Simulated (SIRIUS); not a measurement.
HfB2:

```
CELL_PARAMETERS angstrom
3.14000 0.00000 0.00000
-1.57000 2.71932 0.00000
0.00000 0.00000 3.48000
ATOMIC_POSITIONS crystal
Hf 0.00000 0.00000 0.00000
B 0.66667 0.33333 0.50000
B 0.33333 0.66667 0.50000
```

- Program: SIRIUS 7.12.0
- Task: relaxation of cell and atoms
- Functional: PBEsol
- Dispersion: D3
- Potentials or basis: PseudoDojo 0.4.1 PBE standard (scalar relativistic)
- Cutoff: 1054 eV
- Density cutoff: 4214 eV
- k mesh: 5 × 5 × 4
- Occupations: fermi-dirac, width 0.05 eV
- Spin: no spin polarisation

At the start: pressure -5.9 GPa; volume 9.90 Å³/atom.

Task: Where does the relaxation end?

Result: Over 5 steps the energy falls by 4.5 meV/atom and the volume is 9.68 Å³/atom (-2.3 %); space group P6/mmm (No. 191, to 0.05 Å).

Step by step:
```
step  energy change (eV)  largest force (eV/Å)  pressure (GPa)  volume (Å³)
   1              0.0000                0.0000           -5.89        29.71
   2             -0.0052                0.0000           -4.59        29.56
   3             -0.0133                0.0000            0.23        29.02
   4             -0.0133                0.0000            0.13        29.03
   5             -0.0136                0.0000           -0.08        29.04
```

Final structure:
```yaml
crystal:
  lattice:
    - [3.12330, 0.00000, 0.00000]
    - [-1.56165, 2.70486, 0.00000]
    - [0.00000, 0.00000, 3.43781]
  atoms:
    - { symbol: Hf, position: [0.00000, 0.00000, 0.00000] }
    - { symbol: B, position: [0.66667, 0.33333, 0.50000] }
    - { symbol: B, position: [0.33333, 0.66667, 0.50000] }
```

Caveat: the k mesh is coarse (spacing up to 0.46 Å⁻¹), so the values aren't converged; the potentials were made for another functional, which shifts forces and pressure; pairwise dispersion overbinds metals, which lowers pressure and volume.
